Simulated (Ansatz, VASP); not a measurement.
Two plane-wave programs on Be

```
Be
1.0
     3.56112    0.00000    0.00000
    -1.78056    3.08402    0.00000
     0.00000    0.00000    2.18306
Be
3
Direct
  0.00000 0.00000 0.00000
  0.33333 0.66667 0.50000
  0.66667 0.33333 0.50000
```

Alike in both runs: functional PBEsol; k mesh 15 × 15 × 20; occupations gaussian, width 0.1 eV; no spin polarisation.

Ansatz relaxed the structure, and its values are those at the end. VASP's run is a single point on that final structure, the one shown.

|  | VASP | Ansatz |
| --- | --- | --- |
| version | VASP 6.6.1 | Ansatz 0.2.0 |
| potentials or method | VASP PAW PBE potentials, release 64 (Be) | scalar-relativistic, plane waves, PAW |
| plane-wave cutoff (eV) | 520 | 420 |
| valence electrons in the cell | 6 | 6 |

```csv
,VASP,Ansatz,Ansatz less VASP
gap on the k mesh at the Fermi level (eV),none,none,-
pressure (GPa),0.3,0.0,-0.34
```

A gap of «none» marks a metal or a gap that the smearing closes.

Caveats: the PAW data sets were made with another functional, which shifts forces and pressure a little (VASP).
